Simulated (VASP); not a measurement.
# S (P6/mmm) in VASP: single point with r2SCAN

Aim: the single point of S with r2SCAN.

All numbers are computed with VASP 6.6.1; they aren't measurements. Logs are shortened: lines on timing, memory, paths and dates and some standing lists are left out, and cuts for length are marked.

**1. Starting point**

Symmetry: P6/mmm, No. 191, hexagonal system. The conventional cell has a = 3.627 Å, b = 3.627 Å, c = 2.084 Å, α = 90.00°, β = 90.00°, γ = 120.00°. S (site symmetry 6/mmm) has 2 S at 2.08 Å as nearest neighbours.

The cell was built by a generator and needn't be a form met in nature.

**2. Single point, r2SCAN**

POSCAR

```
S
1.0
    3.6273425488      0.0000000000      0.0000000000
   -1.8136712745      3.1413707955      0.0000000000
    0.0000000000      0.0000000000      2.0843649310
S
1
Direct
    0.0000000000      0.0000000000      0.0000000000
```

INCAR.step1

```
SYSTEM = S
PREC = Accurate ; ENCUT = 520
ISMEAR = 0 ; SIGMA = 0.1
LREAL = .False. ; LASPH = .True.
NELM = 100 ; NBANDS = 9
GGA = PE ; ALGO = Normal
EDIFF = 1E-4 ; LWAVE = .True.
LCHARG = .False.
```

INCAR.step2

```
SYSTEM = S
PREC = Accurate ; ENCUT = 520
EDIFF = 1E-7 ; ISMEAR = 0
SIGMA = 0.1 ; LREAL = .False.
LASPH = .True. ; NELM = 100
ALGO = Normal ; ISIF = 2
LWAVE = .False. ; LCHARG = .False.
METAGGA = R2SCAN ; LMIXTAU = .True.
NBANDS = 9 ; ISTART = 1
```

KPOINTS

```
regular mesh
0
Gamma
  21 21 26
  0 0 0
```

Potentials or basis: VASP PAW PBE potentials, release 64 (S).

The run is started by

```console
$ cat potpaw_PBE.64/S/POTCAR > POTCAR
$ cp INCAR.step1 INCAR
$ mpirun -np 1 vasp_std > vasp.out
$ cp INCAR.step2 INCAR
$ mpirun -np 1 vasp_std > vasp.out
```

OUTCAR:

```text
SYSTEM = S
   PREC = Accurate
   ENCUT = 520
   EDIFF = 1E-7
   ISMEAR = 0
   LREAL = .False.
   LASPH = .True.
   NELM = 100
   ISIF = 2
   METAGGA = R2SCAN
   ISTART = 1

 ion  position               nearest neighbor table
   1  0.000  0.000  0.000-

  LATTYP: Found a hexagonal cell.
 ALAT       =     3.6273425488
 C/A-ratio  =     0.5746258874

  Lattice vectors:

 A1 = (   3.6273425488,   0.0000000000,   0.0000000000)
 A2 = (  -1.8136712745,   3.1413707955,   0.0000000000)
 A3 = (   0.0000000000,   0.0000000000,   2.0843649310)

Analysis of symmetry for initial positions (statically):
=====================================================================
 Subroutine PRICEL returns:
 Original cell was already a primitive cell.

 Routine SETGRP: Setting up the symmetry group for a
 hexagonal supercell.

 Subroutine GETGRP returns: Found 24 space group operations
 (whereof 24 operations were pure point group operations)
 out of a pool of 24 trial point group operations.

The static configuration has the point symmetry D_6h.

Analysis of symmetry for dynamics (positions and initial velocities):
=====================================================================
 Subroutine PRICEL returns:
 Original cell was already a primitive cell.

 Routine SETGRP: Setting up the symmetry group for a
 hexagonal supercell.

 Subroutine GETGRP returns: Found 24 space group operations
 (whereof 24 operations were pure point group operations)
 out of a pool of 24 trial point group operations.

The dynamic configuration has the point symmetry D_6h.

 Subroutine INISYM returns: Found 24 space group operations
 (whereof 24 operations are pure point group operations),
 and found     1 'primitive' translations

----------------------------------------------------------------------------------------

                                     Primitive cell

  volume of cell :      23.7510

  direct lattice vectors                    reciprocal lattice vectors
     3.627342549  0.000000000  0.000000000     0.275683916  0.159166183  0.000000000
    -1.813671275  3.141370795  0.000000000     0.000000000  0.318332367  0.000000000
     0.000000000  0.000000000  2.084364931     0.000000000  0.000000000  0.479762438

  length of vectors
     3.627342549  3.627342549  2.084364931     0.318332367  0.318332367  0.479762438

  position of ions in fractional coordinates (direct lattice)
     0.000000000  0.000000000  0.000000000

  ion indices of the primitive-cell ions
   primitive index   ion index
                 1           1

----------------------------------------------------------------------------------------

 KPOINTS: regular mesh

Automatic generation of k-mesh.
 Grid dimensions read from file:
 generate k-points for:   21   21   26

 Generating k-lattice:

  Cartesian coordinates                     Fractional coordinates (reciprocal lattice)
     0.013127806  0.007579342  0.000000000     0.047619048  0.000000000  0.000000000
     0.000000000  0.015158684  0.000000000     0.000000000  0.047619048  0.000000000
     0.000000000  0.000000000  0.018452401     0.000000000  0.000000000  0.038461538

  Length of vectors
     0.015158684  0.015158684  0.018452401

  Shift w.r.t. Gamma in fractional coordinates (k-lattice)
     0.000000000  0.000000000  0.000000000

 Subroutine IBZKPT returns following result:
 ===========================================

 Found    672 irreducible k-points:

 Following reciprocal coordinates:
            Coordinates               Weight
  0.000000  0.000000  0.000000      1.000000
  0.047619  0.000000  0.000000      6.000000
  0.095238  0.000000  0.000000      6.000000
  0.142857  0.000000  0.000000      6.000000
  0.190476  0.000000  0.000000      6.000000
  0.238095 -0.000000  0.000000      6.000000
[... 16 lines left out ...]
  0.142857  0.095238  0.000000     12.000000
  0.190476  0.095238  0.000000     12.000000
 [... further k-points ...]
   k-points           NKPTS =    672   k-points in BZ     NKDIM =    672   number of bands    NBANDS=      9
   number of dos      NEDOS =    301   number of ions     NIONS =      1
   total plane-waves  NPLWV =  12544
   dimension x,y,z NGX =    28 NGY =   28 NGZ =   16
   dimension x,y,z NGXF=    56 NGYF=   56 NGZF=   32
   ions per type =               1
   NGX,Y,Z   is equivalent  to a cutoff of  12.83, 12.83, 12.76 a.u.
   NGXF,Y,Z  is equivalent  to a cutoff of  25.67, 25.67, 25.52 a.u.
 SYSTEM =  S
   PREC   = accura    normal or accurate (medium, high low for compatibility)
   ISTART =      1    job   : 0-new  1-cont  2-samecut
   ICHARG =      0    charge: 1-file 2-atom 10-const
   ISPIN  =      1    spin polarized calculation?
   LNONCOLLINEAR =      F non collinear calculations
   LSORBIT =      F    spin-orbit coupling
   LASPH  =      T    aspherical Exc in radial PAW
   ENCUT  =  520.0 eV  38.22 Ry    6.18 a.u.   6.74  6.74  3.88*2*pi/ulx,y,z
   NELM   =    100;   NELMIN=  2; NELMDL=  0     # of ELM steps
   EDIFF  = 0.1E-06   stopping-criterion for ELM
   LREAL  =      F    real-space projection
   EDIFFG = 0.1E-05   stopping-criterion for IOM
   NSW    =      0    number of steps for IOM
   IBRION =     -1    ionic relax: 0-MD 1-quasi-New 2-CG
   NFREE  =      0    steps in history (QN), initial steepest desc. (CG)
   ISIF   =      2    stress and relaxation
   ISYM   =      2    0-nonsym 1-usesym 2-fastsym
   POTIM  = 0.5000    time-step for ionic-motion
   TEBEG  =    0.0;   TEEND  =   0.0 temperature during run
   PSTRESS=    0.0 pullay stress
   NELECT =       6.0000    total number of electrons
   NUPDOWN=      -1.0000    fix difference up-down
   EMIN   =  10.00;   EMAX   =-10.00  energy-range for DOS
   EFERMI =   0.00;   METHOD = LEGACY
   ISMEAR =     0;   SIGMA  =   0.10  broadening in eV -4-tet -1-fermi 0-gaus
   EFERMI_NEDOS =   21; number of points for ismear=-14 and -15
   IALGO  =     38    algorithm
   IMIX   =      4    mixing-type and parameters
     AMIX     =   0.40;   BMIX     =  1.00
     AMIX_MAG =   1.60;   BMIX_MAG =  1.00
  volume/ion in A,a.u.               =      23.75       160.28
  Fermi-wavevector in a.u.,A,eV,Ry     =   1.034899  1.955676 14.572063  1.071016
  Thomas-Fermi vector in A             =   2.169217
   LORBIT       =      0    0 simple, 1 ext, 2 COOP (PROOUT), +10 PAW based schemes
   METAGGA = R2SCAN    functional components
   LHFCALC =     F    Hartree Fock is set to
   AEXX    =    0.0000 exact exchange contribution
   IVDW    =     0    specifies the selected vdW correction
   LEPSILON=     F    determine dielectric tensor
   LRPA    =     F    only Hartree local field effects (RPA)
 non-spin polarized calculation
 Gauss-broadening in eV      SIGMA  =   0.10
  energy-cutoff  :      520.00
  volume of cell :       23.75
 maximum number of plane-waves:       656
 NGX is ok and might be reduce to    28
   NGX = 13   NGY = 13   NGZ =  7

 number of electron       6.0000000 magnetization

 Free energy of the ion-electron system (eV)
  ---------------------------------------------------
  ext. energy  EPLUGINS =         0.00000000
  ---------------------------------------------------
  free energy    TOTEN  =        -7.27896259 eV

  energy without entropy =       -7.27553114  energy(sigma->0) =       -7.27724686

 E-fermi :   2.6981     XC(G=0):  -9.2715

 val. band max:        2.6980247944   @ k =   0.1429   0.1429   0.3462
 cond. band min:       2.7017558244   @ k =   0.3333   0.1905   0.3846
 fundamental gap:      0.0037310301
 Fermi energy:         2.6980960977

 k-point     1 :       0.0000    0.0000    0.0000
  band No.  band energies     occupation
      1     -14.3131      2.00000
      2      -0.2566      2.00000
      3      -0.2566      2.00000
      4       6.9748      0.00000
      5      11.8116      0.00000
      6      11.8116      0.00000
      7      14.3166      0.00000
      8      17.0744      0.00000
      9      19.7478      0.00000

 k-point     2 :       0.0476    0.0000    0.0000
  band No.  band energies     occupation
      1     -14.3032      2.00000
      2      -0.3416      2.00000
      3      -0.2720      2.00000
      4       7.0896      0.00000
      5      11.6948      0.00000
      6      11.8856      0.00000
      7      14.3200      0.00000
      8      17.3029      0.00000
      9      19.7360      0.00000

 k-point     3 :       0.0952    0.0000    0.0000
  band No.  band energies     occupation
      1     -14.2742      2.00000
      2      -0.5773      2.00000
      3      -0.3165      2.00000
      4       7.4071      0.00000
      5      11.4107      0.00000
      6      12.1049      0.00000
      7      14.3301      0.00000
      8      17.9286      0.00000
      9      19.6981      0.00000

 k-point     4 :       0.1429    0.0000    0.0000
  band No.  band energies     occupation
      1     -14.2282      2.00000
      2      -0.9176      2.00000
      3      -0.3846      2.00000
      4       7.8516      0.00000
      5      11.0996      0.00000
      6      12.4627      0.00000
      7      14.3458      0.00000
      8      18.8357      0.00000
      9      19.6290      0.00000
[... 205 lines left out ...]
 k-point    22 :       0.0952    0.0952    0.0000
  band No.  band energies     occupation
      1     -14.2018      2.00000
      2      -1.0757      2.00000
      3      -0.4494      2.00000
      4       8.1185      0.00000
      5      10.8852      0.00000
      6      12.7352      0.00000
      7      14.3548      0.00000
      8      19.3293      0.00000
      9      19.5755      0.00000

 k-point    23 :       0.1429    0.0952    0.0000
  band No.  band energies     occupation
      1     -14.1442      2.00000
      2      -1.4187      2.00000
      3      -0.5576      2.00000
      4       8.5940      0.00000
      5      10.6493      0.00000
      6      13.2780      0.00000
      7      14.3741      0.00000
      8      19.4386      0.00000
      9      20.3725      0.00000

 k-point    24 :       0.1905    0.0952    0.0000
  band No.  band energies     occupation
      1     -14.0777      2.00000
      2      -1.7763      2.00000
      3      -0.6762      2.00000
      4       8.9391      0.00000
      5      10.6716      0.00000
      6      13.9403      0.00000
      7      14.3961      0.00000
      8      19.2216      0.00000
      9      21.5589      0.00000

 [... further k-points ...]

------------------------ aborting loop because EDIFF is reached ----------------------------------------

  FORCE on cell =-STRESS in cart. coord.  units (eV):
  Direction    XX          YY          ZZ          XY          YZ          ZX
  --------------------------------------------------------------------------------------
  -------------------------------------------------------------------------------------
  Total       -0.0111029     -0.0111029     -0.1324725      0.0000000      0.0000000      0.0000000
  in kB       -0.7489716     -0.7489716     -8.9362369      0.0000000      0.0000000      0.0000000
  external PRESSURE =      -3.4780601 kB  Pullay stress =       0.0000000 kB

 VOLUME and BASIS-vectors are now :
 -----------------------------------------------------------------------------
  energy-cutoff  :      520.00
  volume of cell :       23.75
      direct lattice vectors                 reciprocal lattice vectors
     3.627342549  0.000000000  0.000000000     0.275683916  0.159166183  0.000000000
    -1.813671275  3.141370795  0.000000000     0.000000000  0.318332367  0.000000000
     0.000000000  0.000000000  2.084364931     0.000000000  0.000000000  0.479762438

 POSITION                                       TOTAL-FORCE (eV/Angst)
 -----------------------------------------------------------------------------------
      0.00000      0.00000      0.00000         0.000000      0.000000      0.000000
 -----------------------------------------------------------------------------------
    total drift:                               -0.000000      0.000000      0.000000

  FREE ENERGIE OF THE ION-ELECTRON SYSTEM (eV)
  ---------------------------------------------------
  free  energy   TOTEN  =        -7.2789625909 eV

  energy  without entropy=       -7.2755311379  energy(sigma->0) =       -7.27724686
```

It took 5.7 min on 1 thread of Intel Xeon Platinum 8488C (Sapphire Rapids), shared host; peak memory 0.23 GiB.

What came out:

```
Free energy            : -7.2790 eV
Pressure               : -0.3 GPa
Band gap on the k mesh : none (metal or under the smearing width)
```

Levels at points of the mesh, in eV from the Fermi level:
| k point | band 1 | band 2 | band 3 | band 4 | band 5 | band 6 | band 7 | band 8 |
| --- | --- | --- | --- | --- | --- | --- | --- | --- |
| (0.00, 0.00, 0.00) | -17.01 | -2.95 | -2.95 | 4.28 | 9.11 | 9.11 | 11.62 | 14.38 |
| (0.00, 0.00, 0.50) | -9.00 | -8.69 | 2.25 | 2.25 | 9.39 | 9.39 | 12.83 | 14.42 |

Caveat: the PAW data sets were made with another functional, which shifts forces and pressure a little.
